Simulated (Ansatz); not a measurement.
**Worked example: the enthalpy of formation of C3H8S (1-propanethiol)**

The species is C3H8S (12 atoms), meant as a singlet with charge 0. As SMILES, `CCCS`. The shape is that of a PBE0-D4/def2-TZVP optimisation. This is one conformer, not always the lowest.

Total energies at BLYP/def2-SVP (Ansatz 0.2.0); the atoms run unrestricted:

```tsv
species	state	energy (Eh)
C3H8S	singlet	-517.018520
C	triplet	-37.800699
S	triplet	-397.976866
H	doublet	-0.496404
```

Harmonic wavenumbers at PBE/def2-SVP, in cm⁻¹: 130, 213, 246, 304, 408, 640, 703, 795, 875, 908, 1017, 1066, 1072, 1193, 1226, 1270, 1314, 1347, 1388, 1401, 1419, 1431, 2613, 2959, 2965, 2987, 3013, 3049, 3052, 3063.

Measured heats of formation of the gaseous atoms at 298.15 K, in kJ/mol: C 716.9, S 277.0, H 218.0. Spin-orbit lowering of the atoms at 298 K (mean of the ground term's levels less their thermal mean, from spectra), in kJ/mol: C 0.02, S 1.88. Take 1 Eh = 2625.50 kJ/mol, 1 cm⁻¹ = 0.0119627 kJ/mol, RT = 2.479 kJ/mol.

Question: What heat of formation follows?

Answer: 
1. Electronic atomisation energy: 3 × (-37.800699) + (-397.976866) + 8 × (-0.496404) − (-517.018520) = 1.668325 Eh = 4380.2 kJ/mol.
2. Zero-point energy: half the sum of the wavenumbers, 22033.5 cm⁻¹ = 263.6 kJ/mol.
3. Thermal vibrational enthalpy, Σ hcν̃/(exp(hcν̃/kT) − 1): 8.0 kJ/mol. Translation, rotation and pV of a non-linear molecule: 4 RT = 9.9 kJ/mol.
4. The 12 free atoms carry 5/2 RT each: 74.4 kJ/mol.
5. Spin-orbit coupling lowers the free atoms by 3 × 0.02 + 1.88 = 1.9 kJ/mol.
6. Atomisation enthalpy at 298 K: 4380.2 − 1.9 − 263.6 − 8.0 − 9.9 + 74.4 = 4171.2 kJ/mol.
7. Sum of the atoms' heats of formation: 4171.7 kJ/mol. Heat of formation: 4171.7 − 4171.2 = +0.5 kJ/mol.

The tabulated value is -67.8 kJ/mol (CRC Handbook of Chemistry and Physics), so this level is off by +68.3 kJ/mol, or 1.6 % of the atomisation enthalpy. Anharmonicity and any spin-orbit splitting of the molecule are left out.
